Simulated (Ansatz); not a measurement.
# SnO2: the cost of one run

Computed with Ansatz 0.2.0 (DFT PBE, scalar-relativistic, unless a step's input says otherwise).

## (1) The system as given

It takes space group P4_2/mnm (No. 136, tetragonal). The conventional cell has a = 4.737 Å, b = 4.737 Å, c = 3.186 Å, α = 90.00°, β = 90.00°, γ = 90.00°. Around Sn (site symmetry mmm) lie 6 O at 2.05 to 2.06 Å. O (site symmetry m2m) is surrounded by 3 Sn at 2.05 to 2.06 Å.

As a file:

```
Sn O
1.0
     4.73735    0.00000    0.00000
     0.00000    4.73735    0.00000
     0.00000    0.00000    3.18640
Sn O
2 4
Direct
  0.00000 0.00000 0.00000
  0.50000 0.50000 0.50000
  0.30562 0.30562 0.00000
  0.19438 0.80562 0.50000
  0.69438 0.69438 0.00000
  0.80562 0.19438 0.50000
```

Atoms are numbered in the order of the input: Sn1, Sn2, O3, O4, O5, O6.

## (2) After the deformation

Space group P4_2/mnm before, C2/m after.

## (3) Full-potential LAPW

input.yaml

```yaml
crystal:
  lattice:
    - [4.73735, 0.02368675, 0.02368675]
    - [0.02368675, 4.73735, 0.02368675]
    - [0.015932, 0.015932, 3.1864]
  atoms:
    - { symbol: Sn, position: [0.0, 0.0, 0.0] }
    - { symbol: Sn, position: [0.5, 0.5, 0.5] }
    - { symbol: O, position: [0.30562, 0.30562, 0.0] }
    - { symbol: O, position: [0.19438, 0.80562, 0.5] }
    - { symbol: O, position: [0.69438, 0.69438, 0.0] }
    - { symbol: O, position: [0.80562, 0.19438, 0.5] }
kpoints:
  mp_grid: { grid: [4, 4, 6] }
  band_path:
    path:
      - [0.0, 0.0, 0.0]
      - [0.4950862661, -0.4950862661, 0.0]
      - [-0.4950862661, -0.5049137339, 0.0]
      - [-0.5, -0.5, 0.0]
      - [0.0, 0.0, 0.0]
      - [-0.5, -0.5, -0.5]
      - [-0.4877808187, -0.5122191813, -0.5]
      - [0.4877808187, -0.4877808187, -0.5]
      - [0.0, 0.0, -0.5]
    npoints: 5
scf:
  occupations: { method: fermi_dirac, width: 0.03 }
hamiltonian:
  xc: pbe
  pseudopotentials: { kind: all_electron, lapw: { basis_error: 0.001 } }
output:
  forces: true
  stress: true
  eigenvalues: true
```

Run with:

```sh
$ ansatz run input.yaml --threads 2 --pin off --max-ram 6144MiB --backend cpu --events-out ev --progress --plain --runs-dir out
```

Q: Estimate wall time and peak memory on 2 threads of Intel Xeon at 2.60GHz (Ice Lake), shared host.

About 36 s, with a peak of 0.73 GiB.
